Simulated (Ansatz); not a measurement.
**Ga under changes of volume**

One of the cells (18.685 Å³/atom); the others are scaled copies at fixed shape and fractional positions:

```
Ga
1.0
     1.45000   -4.06500    0.00000
     1.45000    4.06500    0.00000
     0.00000    0.00000    3.17000
Ga
2
Direct
  0.13300 0.86700 0.75000
  0.86700 0.13300 0.25000
```

This isn't the form of Ga at room conditions, which is orthorhombic.

- Program: Ansatz 0.2.0
- Functional: r2SCAN
- Potentials or basis: Ansatz PAW
- Cutoff: 500 eV (not typed: the program's choice for these potentials)
- k mesh: 10 × 10 × 8
- Occupations: fermi-dirac, width 0.05 eV
- Spin: no spin polarisation

```csv
volume (Å³/atom),energy over the lowest point (meV/atom),pressure (GPa),largest force (eV/Å)
17.564,?,?,?
17.937,0.24,0.7,0.260
18.311,0.00,-0.5,0.252
18.685,2.55,-1.7,0.245
19.058,7.62,-2.7,0.239
19.432,14.95,-3.6,0.233
19.806,24.27,-4.3,0.227
```

Task: What does the run at 17.564 Å³/atom give?

Result: Energy over the lowest point 3.62 meV/atom; pressure 2.2 GPa; largest force 0.271 eV/Å.

Worked out: A Birch-Murnaghan fit of order 3 (a polynomial in V^(-2/3)) to the other rows has its minimum at 18.15 Å³/atom with B0 = V·E''(V) = 61 GPa and B' = 4.5 at fixed shape and positions, which overstates the stiffness. It gives 3.63 meV/atom at 17.564 Å³/atom, against the run's 3.62, and -dE/dV = 2.2 GPa, against 2.2.

Energies are extrapolated to zero smearing.

Caveats: the PAW data sets come from PBE, with cores solved anew for the run's functional, which leaves a small shift of forces and pressure.
